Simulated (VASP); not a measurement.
# Mesh, vacuum, cutoff and functional for a few sheets of PtS2, part 2 of 2

How far does the level below the vacuum of a few sheets of PtS2 depend on the numerical settings, and how far on the functional?

VASP 6.6.1, plane waves and PAW; the level of theory is named at each step.

So far, highest filled level below the vacuum (eV): step 2 (the base run, PBE) 5.72; step 12 (a lower cutoff, ENCUT 280, PBE) 5.72; step 13 (another smearing width, SIGMA 0.02, PBE) 5.72; step 14 (another smearing width, SIGMA 0.4, PBE) 5.73; step 15 (another level, functional LDA, disp none) 5.93.

## (18) Another level, functional optB88-vdW, disp nonlocal

This step: optB88-vdW; plane waves and PAW (S, Pt) (VASP 6.6.1).

INCAR

```
SYSTEM = PtS2
PREC = Normal
ENCUT = 350
EDIFF = 1E-06
NELM = 120
ISMEAR = 0
SIGMA = 0.05
LREAL = .FALSE.
ALGO = Normal
GGA = BO
AGGAC = 0
LUSE_VDW = .TRUE.
PARAM1 = 0.1833333333
PARAM2 = 0.22
LASPH = .TRUE.
NBANDS = 28
LORBIT = 11
LWAVE = .FALSE.
LCHARG = .FALSE.
KPAR = 4
IDIPOL = 3
LDIPOL = .TRUE.
DIPOL = 0.5 0.5 0.5
LVHAR = .TRUE.
LVACPOTAV = .TRUE.
```

POSCAR

```
PtS2
1.0
    3.5432000000      0.0000000000      0.0000000000
   -1.7716000000      3.0685012110      0.0000000000
    0.0000000000      0.0000000000     22.3264152000
S Pt
4 2
Direct
    0.3333333330      0.6666666670      0.6640750460
    0.6666666670      0.3333333330      0.5616127750
    0.3333333330      0.6666666670      0.4383872250
    0.6666666670      0.3333333330      0.3359249540
    0.0000000000      0.0000000000      0.6128439110
    0.0000000000      0.0000000000      0.3871560890
```

KPOINTS

```
Automatic mesh
0
Gamma
9 9 1
0 0 0
```

The projector-augmented-wave data sets are S and Pt (PBE family, release 64).

Launch:

```sh
$ mpirun -np 4 vasp_std
```

It took 2 min on 4 MPI ranks of Intel Xeon Platinum 8259CL at 2.50GHz (Skylake/Cascade Lake), shared host; peak memory 1.5 GiB; 8 min of CPU time.

Against the base run its depth below the vacuum changes by +0.26 eV.

## (19) Another level, functional r2SCAN, disp none

This step: r2SCAN; plane waves and PAW (S, Pt) (VASP 6.6.1).

Changes to INCAR since step 18:

```diff
@@ -9,7 +9,3 @@
 ALGO = Normal
-GGA = BO
-AGGAC = 0
-LUSE_VDW = .TRUE.
-PARAM1 = 0.1833333333
-PARAM2 = 0.22
+METAGGA = R2SCAN
 LASPH = .TRUE.
```

POSCAR is that of step 18.

KPOINTS is that of step 18.

Launch:

```sh
$ mpirun -np 4 vasp_std
```

Wall time 40 s (4 MPI ranks); peak memory 0.75 GiB; 2.6 min of CPU time.

Against the base run its depth below the vacuum changes by +0.24 eV.

## (20) Side by side

Times are for 4 MPI ranks of Intel Xeon Platinum 8259CL at 2.50GHz (Skylake/Cascade Lake), shared host. The series side by side:

```tsv
no.	functional	highest filled level below the vacuum (eV)	time	memory (GiB)
1	LDA	5.926	15 s	0.67
2	PBEsol	5.733	15 s	0.74
3	RPBE	5.652	16 s	0.74
4	optB88-vdW	5.987	2 min	1.5
5	r2SCAN	5.964	40 s	0.75
```

## (21) With spin orbit coupling

This step: PBE, spin-orbit coupling; plane waves and PAW (S, Pt) (VASP 6.6.1).

For heavy elements spin-orbit coupling shifts the highest filled levels.

Changes to INCAR since step 19:

```diff
@@ -9,5 +9,10 @@
 ALGO = Normal
-METAGGA = R2SCAN
+GGA = PE
+LNONCOLLINEAR = .TRUE.
+MAGMOM = 0 0 0 0 0 0 0 0 0 0 0 0 0 0 0 0 0 0
+NBANDS = 56
+GGA_COMPAT = .FALSE.
 LASPH = .TRUE.
-NBANDS = 28
+LSORBIT = .TRUE.
+LMAXMIX = 4
 LORBIT = 11
```

POSCAR is that of step 19.

KPOINTS is that of step 19.

Launch:

```sh
$ mpirun -np 4 vasp_ncl
```

Run time: 66 s. Hardware: 4 MPI ranks; peak memory 1.6 GiB.

LASPH is switched on together with spin-orbit coupling, so the change from the scalar run holds both.

Numbers from this step:

```yaml
electronic_cycles: 21
free_energy_toten: -31.35 eV
fermi_energy: 0.0652 eV
vacuum_levels: 5.555, 5.555 eV
ionisation_potentials_of_the_upper_and_lower_face: 5.726, 5.726 eV
electron_affinities_of_the_upper_and_lower_face: 4.471, 4.471 eV
highest_filled_level_below_the_vacuum: 5.726 eV
gap_on_the_k_mesh: 1.255 eV
least_direct_gap_on_the_k_mesh: 1.472 eV
```

Against the base run its depth below the vacuum changes by +0.00 eV.

## (22) Cost and result by level

Times are for 4 MPI ranks of Intel Xeon Platinum 8259CL at 2.50GHz (Skylake/Cascade Lake), shared host. Results by setting:

```tsv
no.	run	electronic cycles	bands	free energy (TOTEN) (eV)	eigenvalues first band	highest filled level below the vacuum (eV)	time	memory (GiB)
1	base run	23	28	-30.56	11	5.725	15 s	0.74
2	series over the cutoff	24	28	-30.41	11	5.727	9 s	0.57
3	series over the cutoff	23	28	-30.55	11	5.717	12 s	0.67
4	series over the smearing	23	28	-30.56	11	5.725	15 s	0.74
5	series over the smearing	28	28	-30.56	11	5.726	18 s	0.73
6	with spin orbit coupling	21	56	-31.35	33	5.726	66 s	1.6
```

## (23) All runs together

This step: slab, study of settings, base PBE; plane waves and PAW (VASP 6.6.1).

No new run; the numbers come from the runs before.

Numbers from this step:

- highest filled level below the vacuum: 5.725 eV

Energies of other functionals are not comparable and are left out. All runs:

```tsv
change from the base run	level below the vacuum (eV)	shift (eV)	energy change (meV/atom)	core seconds
base	5.725	0	0	60
mesh 3 x 3	5.974	0.249	-28.7	28
mesh 6 x 6	5.735	0.01	0	53.6
mesh 12 x 12	5.679	-0.046	0	88
vacuum 5 A	-	-	-0.9	30.4
vacuum 8 A	5.698	-0.027	0	48
vacuum 24 A	5.725	0	0	92
cutoff 210 eV	5.727	0.002	25.2	36
cutoff 280 eV	5.717	-0.008	1.2	49.6
smearing 0.02 eV	5.725	0	0	61.6
smearing 0.4 eV	5.726	0.002	0.5	71.2
LDA	5.926	0.201	-	59.2
PBEsol	5.733	0.008	-	60.8
RPBE	5.652	-0.073	-	62.4
optB88-vdW	5.987	0.262	-	484
r2SCAN	5.963	0.239	-	160
spin-orbit coupling	5.726	0.001	-	264
```

## (24) Results

```
highest filled level below the vacuum : 5.72 eV
```

In words: The base run puts the highest filled level 5.72 eV below the vacuum at the upper face. Among the meshes tried the largest shift is 0.25 eV (mesh 3 x 3, at 0.47 times the cost). Among the vacuum widths the largest shift is -0.03 eV (vacuum 8 A, at 0.8 times the cost). The lower cutoffs shift it by about 0.01 eV or less. The smearing widths shift it by about 0.01 eV or less. With vacuum 5 A the program printed no vacuum level, so no level is given there, and the line on vacuum widths holds for the others alone. The densest mesh still moves the level by -0.05 eV, so the base mesh is converged no better than that. The functionals span 0.33 eV, from RPBE to optB88-vdW. Where the program printed no vacuum level, the number is read from the planar average about a third of the way across the gap. The program warns that it found no field-free region at its default tolerance, also in runs whose level could not be checked against a flat part of the potential; that adds doubt to those levels. The thickness of the slab was not varied, and the small cell can't reconstruct. The run with spin-orbit coupling also switches on LASPH, which the base run lacks. Costs come from a shared host, and the base run also writes a finer density of states, so small ratios mean little. All runs hold the atoms as cut and share one family of PAW data sets, so relaxation and each functional's own lattice are left out. LASPH is on in the runs with optB88-vdW and r2SCAN and off in those with LDA, PBE, PBEsol and RPBE, so these rows differ in more than the functional.

[Lines on the potential files, build, host, timing and source positions are cut from VASP's logs without a mark.]

[Logs are printed without paths, hosts, clocks, repeated set-up lines and the standing remarks that a program may print on its own settings, such as how far it seeks lower states.]

[Hosts, paths, dates, database ids (printed as entryN), source tags and the programs' standing remarks are cut or masked in the printed files.]

[In band tables of VASP the shares of atoms and orbitals are scaled to a sum of 1 inside the atoms' spheres.]

[Runs that stopped without an error message from VASP are left out.]
